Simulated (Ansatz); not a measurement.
NbP:

```xyz
4
Lattice="-1.6749 1.6749 5.7401 1.6749 -1.6749 5.7401 1.6749 1.6749 -5.7401" Properties=species:S:1:pos:R:3 pbc="T T T"
Nb    1.6749    0.0000    2.8687
Nb    0.0000    0.0000    5.7387
P     0.0000    1.6749    3.8200
P     0.0000    0.0000    0.9500
```

The cell is a database's computed one.

| Quantity | Value |
| --- | --- |
| Program | Ansatz 0.2.0 |
| Task | relaxation of cell and atoms |
| Functional | RPBE |
| Dispersion | D3(BJ) |
| Potentials or basis | Ansatz PAW |
| Cutoff | 420 eV (not typed: the program's choice for these potentials) |
| k mesh | 11 × 11 × 11 |
| Occupations | fermi-dirac, width 0.05 eV |
| Spin | no spin polarisation |

At the start: volume 16.10 Å³/atom.

**Question.** How do energy, volume and symmetry change on relaxing?

**Answer.** It ends after 7 steps and the volume is 13.42 Å³/atom (-16.6 %); space group I4_1md (No. 109, to 0.05 Å).

The path:
| step | energy change (eV) | largest force (eV/Å) | volume (Å³) |
| --- | --- | --- | --- |
| 1 | 0.0000 | 0.0184 | 64.41 |
| 2 | -1.2309 | 0.0839 | 56.42 |
| 3 | -1.3567 | 0.2259 | 53.13 |
| 4 | -1.3646 | 0.0144 | 53.76 |
| 5 | -1.3649 | 0.0123 | 53.71 |
| 6 | -1.3649 | 0.0009 | 53.69 |
| 7 | -1.3629 | 0.0007 | 53.69 |

Final structure:
```
Nb P
1.0
    -1.60428    1.60428    5.21565
     1.60428   -1.60428    5.21565
     1.60428    1.60428   -5.21565
Nb P
2 2
Direct
  0.25228 0.75228 0.50000
  0.50228 0.50228 0.00000
  0.83035 0.33035 0.50000
  0.08035 0.08035 0.00000
```

Caveat: the volume moved by over 15 % at a fixed basis, so the end points are rough; the plane-wave basis is chosen anew once the cell has moved, so the energies of steps on either side of that aren't comparable; the PAW data sets come from PBE, with cores solved anew for the run's functional, which leaves a small shift of forces and pressure.
